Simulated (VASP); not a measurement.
# I2 in VASP: notebook

The runs below take I2 through single point, with RPBE, RPBE+D3(BJ).

Everything below comes from runs of VASP 6.6.1. Logs are shortened: lines on timing, memory, paths and dates and some standing lists are left out, and cuts for length are marked.

**1. Starting point**

The cell holds a molecule in a box, 2 atoms: a = 12.980 Å, b = 13.480 Å, c = 13.980 Å, α = 90.00°, β = 90.00°, γ = 90.00°.

**2. Single point, RPBE**

INCAR reads:

```
SYSTEM = I
  PREC = Accurate
  ENCUT = 400
  EDIFF = 1E-6
  ISMEAR = 0
  SIGMA = 0.01
  LREAL = .False.
  LASPH = .True.
  NELM = 60
  ALGO = Normal
  ISIF = 2
  LWAVE = .False.
  LCHARG = .False.
  GGA = RP
  ISYM = 0
```

KPOINTS reads:

```
regular mesh
0
Gamma
  1 1 1
  0 0 0
```

POSCAR reads:

```
I                                       
1.0
   12.9797068966      0.0000000000      0.0000000000
    0.0000000000     13.4797068966      0.0000000000
    0.0000000000      0.0000000000     13.9797068966
  I             
     2
Selective dynamics
Direct
     0.5955224535000028    0.5389366429999995    0.5076943307999997   F   F   F
     0.4030685157086383    0.4679560877747886    0.4921907079014298   T   T   T
```

Potentials or basis: VASP PAW PBE potentials, release 64 (I).

Launch:

```console
> cat potpaw_PBE.64/I/POTCAR > POTCAR
> mpirun -np 1 vasp_gam > vasp.out
```

OUTCAR:

```text
SYSTEM = I
   PREC = Accurate
   ENCUT = 400
   EDIFF = 1E-6
   ISMEAR = 0
   LREAL = .False.
   LASPH = .True.
   NELM = 60
   ISIF = 2
   GGA = RP
   ISYM = 0

 ion  position               nearest neighbor table
   1  0.596  0.539  0.508-   2 2.68
   2  0.403  0.468  0.492-   1 2.68

IMPORTANT INFORMATION: All symmetrisations will be switched off!
NOSYMM: (Re-)initialisation of all symmetry stuff for point group C_1.

----------------------------------------------------------------------------------------

                                     Primitive cell

  volume of cell :    2445.9265

  direct lattice vectors                    reciprocal lattice vectors
    12.979706897  0.000000000  0.000000000     0.077043342  0.000000000  0.000000000
     0.000000000 13.479706897  0.000000000     0.000000000  0.074185589  0.000000000
     0.000000000  0.000000000 13.979706897     0.000000000  0.000000000  0.071532258

  length of vectors
    12.979706897 13.479706897 13.979706897     0.077043342  0.074185589  0.071532258

  position of ions in fractional coordinates (direct lattice)
     0.595522454  0.538936643  0.507694331
     0.403068516  0.467956088  0.492190708

  ion indices of the primitive-cell ions
   primitive index   ion index
                 1           1
                 2           2

----------------------------------------------------------------------------------------

 KPOINTS: regular mesh

Automatic generation of k-mesh.
 Grid dimensions read from file:
 generate k-points for:    1    1    1

 Generating k-lattice:

  Cartesian coordinates                     Fractional coordinates (reciprocal lattice)
     0.077043342  0.000000000  0.000000000     1.000000000  0.000000000  0.000000000
     0.000000000  0.074185589  0.000000000     0.000000000  1.000000000  0.000000000
     0.000000000  0.000000000  0.071532258     0.000000000  0.000000000  1.000000000

  Length of vectors
     0.077043342  0.074185589  0.071532258

  Shift w.r.t. Gamma in fractional coordinates (k-lattice)
     0.000000000  0.000000000  0.000000000

 Subroutine IBZKPT returns following result:
 ===========================================

 Found      1 irreducible k-points:

 Following reciprocal coordinates:
            Coordinates               Weight
  0.000000  0.000000  0.000000      1.000000
   k-points           NKPTS =      1   k-points in BZ     NKDIM =      1   number of bands    NBANDS=     11
   number of dos      NEDOS =    301   number of ions     NIONS =      2
   total plane-waves  NPLWV = 777600
   dimension x,y,z NGX =    90 NGY =   90 NGZ =   96
   dimension x,y,z NGXF=   180 NGYF=  180 NGZF=  192
   ions per type =               2
   NGX,Y,Z   is equivalent  to a cutoff of  11.53, 11.10, 11.42 a.u.
   NGXF,Y,Z  is equivalent  to a cutoff of  23.05, 22.20, 22.83 a.u.
 SYSTEM =  I
   PREC   = accura    normal or accurate (medium, high low for compatibility)
   ISTART =      0    job   : 0-new  1-cont  2-samecut
   ICHARG =      2    charge: 1-file 2-atom 10-const
   ISPIN  =      1    spin polarized calculation?
   LNONCOLLINEAR =      F non collinear calculations
   LSORBIT =      F    spin-orbit coupling
   LASPH  =      T    aspherical Exc in radial PAW
   ENCUT  =  400.0 eV  29.40 Ry    5.42 a.u.  21.17 21.98 22.80*2*pi/ulx,y,z
   NELM   =     60;   NELMIN=  2; NELMDL= -5     # of ELM steps
   EDIFF  = 0.1E-05   stopping-criterion for ELM
   LREAL  =      F    real-space projection
   EDIFFG = 0.1E-04   stopping-criterion for IOM
   NSW    =      0    number of steps for IOM
   IBRION =     -1    ionic relax: 0-MD 1-quasi-New 2-CG
   NFREE  =      0    steps in history (QN), initial steepest desc. (CG)
   ISIF   =      2    stress and relaxation
   ISYM   =      0    0-nonsym 1-usesym 2-fastsym
   POTIM  = 0.5000    time-step for ionic-motion
   TEBEG  =    0.0;   TEEND  =   0.0 temperature during run
   PSTRESS=    0.0 pullay stress
   NELECT =      14.0000    total number of electrons
   NUPDOWN=      -1.0000    fix difference up-down
   EMIN   =  10.00;   EMAX   =-10.00  energy-range for DOS
   EFERMI =   0.00;   METHOD = LEGACY
   ISMEAR =     0;   SIGMA  =   0.01  broadening in eV -4-tet -1-fermi 0-gaus
   EFERMI_NEDOS =   21; number of points for ismear=-14 and -15
   IALGO  =     38    algorithm
   IMIX   =      4    mixing-type and parameters
     AMIX     =   0.40;   BMIX     =  1.00
     AMIX_MAG =   1.60;   BMIX_MAG =  1.00
  volume/ion in A,a.u.               =    1222.96      8252.96
  Fermi-wavevector in a.u.,A,eV,Ry     =   0.292844  0.553395  1.166803  0.085758
  Thomas-Fermi vector in A             =   1.153910
   LORBIT       =      0    0 simple, 1 ext, 2 COOP (PROOUT), +10 PAW based schemes
   GGA     = RP    functional components
   LHFCALC =     F    Hartree Fock is set to
   AEXX    =    0.0000 exact exchange contribution
   IVDW    =     0    specifies the selected vdW correction
   LEPSILON=     F    determine dielectric tensor
   LRPA    =     F    only Hartree local field effects (RPA)
 non-spin polarized calculation
 Gauss-broadening in eV      SIGMA  =   0.01
  energy-cutoff  :      400.00
  volume of cell :     2445.93
 maximum number of plane-waves:     22175
 NGX is ok and might be reduce to    90
   NGX = 43   NGY = 43   NGZ = 45

 number of electron      14.0000003 magnetization

 Free energy of the ion-electron system (eV)
  ---------------------------------------------------
  ext. energy  EPLUGINS =         0.00000000
  ---------------------------------------------------
  free energy    TOTEN  =        -2.50963375 eV

  energy without entropy =       -2.50963375  energy(sigma->0) =       -2.50963375

 E-fermi :  -5.8979     XC(G=0):  -0.6365

 val. band max:       -5.9572331447   @ k =   0.0000   0.0000   0.0000
 cond. band min:      -4.1022759180   @ k =   0.0000   0.0000   0.0000
 fundamental gap:      1.8549572267
 Fermi energy:        -5.8978805256

 k-point     1 :       0.0000    0.0000    0.0000
  band No.  band energies     occupation
      1     -18.4845      2.00000
      2     -16.3194      2.00000
      3      -9.2486      2.00000
      4      -7.5348      2.00000
      5      -7.5345      2.00000
      6      -5.9576      2.00000
      7      -5.9572      2.00000
      8      -4.1023      0.00000
      9      -0.4558      0.00000
     10       0.4980      0.00000
     11       0.5213      0.00000

------------------------ aborting loop because EDIFF is reached ----------------------------------------

  FORCE on cell =-STRESS in cart. coord.  units (eV):
  Direction    XX          YY          ZZ          XY          YZ          ZX
  --------------------------------------------------------------------------------------
  -------------------------------------------------------------------------------------
  Total        0.3075961      0.0403747     -0.0037177      0.1201933      0.0106024      0.0272240
  in kB        0.2014875      0.0264470     -0.0024352      0.0787313      0.0069450      0.0178328
  external PRESSURE =       0.0751664 kB  Pullay stress =       0.0000000 kB

 VOLUME and BASIS-vectors are now :
 -----------------------------------------------------------------------------
  energy-cutoff  :      400.00
  volume of cell :     2445.93
      direct lattice vectors                 reciprocal lattice vectors
    12.979706897  0.000000000  0.000000000     0.077043342  0.000000000  0.000000000
     0.000000000 13.479706897  0.000000000     0.000000000  0.074185589  0.000000000
     0.000000000  0.000000000 13.979706897     0.000000000  0.000000000  0.071532258

 POSITION                                       TOTAL-FORCE (eV/Angst)
 -----------------------------------------------------------------------------------
      7.72971      7.26471      7.09742         0.124871      0.048722      0.011042
      5.23171      6.30791      6.88068        -0.124871     -0.048722     -0.011042
 -----------------------------------------------------------------------------------
    total drift:                               -0.000113      0.000002      0.000025

  FREE ENERGIE OF THE ION-ELECTRON SYSTEM (eV)
  ---------------------------------------------------
  free  energy   TOTEN  =        -2.5096337537 eV

  energy  without entropy=       -2.5096337537  energy(sigma->0) =       -2.50963375
```

Wall time 99 s (1 thread of Intel Xeon Platinum 8488C (Sapphire Rapids), shared host); peak memory 1.2 GiB.

Results:

```
Free energy                     : -2.5096 eV
Largest force                   : 0.134 eV/Å
Gap between the frontier levels : 1.85 eV
```

Forces on the atoms (eV/Å):
```
I    0.125  0.049  0.011
I   -0.125 -0.049 -0.011
```

Caveat: the PAW data sets were made with another functional, which shifts forces and pressure a little; spin-orbit coupling is left out, which moves the levels of the heavy elements. RPBE gaps usually lie below the measured ones, often by a third to a half.

**3. Single point, RPBE+D3(BJ)**

INCAR, as its differences from that of step 2:

```diff
@@ -14,2 +14,3 @@
   GGA = RP
+  IVDW = 12
   ISYM = 0
```

KPOINTS is that of step 2.

POSCAR is that of step 2.

Potentials or basis: VASP PAW PBE potentials, release 64 (I).

Launch:

```console
> cat potpaw_PBE.64/I/POTCAR > POTCAR
> mpirun -np 1 vasp_gam > vasp.out
```

Run time: 96 s. Hardware: 1 thread of Intel Xeon Platinum 8488C (Sapphire Rapids), shared host; peak memory 1.2 GiB.

The run converged. Its results:

```yaml
Free_energy: -3.1481 eV
Largest_force: 0.358 eV/Å
Gap_between_the_frontier_levels: 1.85 eV
Dispersion_energy_per_atom: -0.319 eV
```

Forces on the atoms (eV/Å):
```
I   -0.334 -0.127 -0.029
I    0.334  0.127  0.029
```

Levels at points of the mesh, in eV from the valence-band top:
```
           k point  band 5  band 6  band 7  band 8  band 9  band 10
(0.00, 0.00, 0.00)   -1.58    0.00    0.00    1.85    5.50     6.46
```

Caveat: the PAW data sets were made with another functional, which shifts forces and pressure a little; spin-orbit coupling is left out, which moves the levels of the heavy elements.
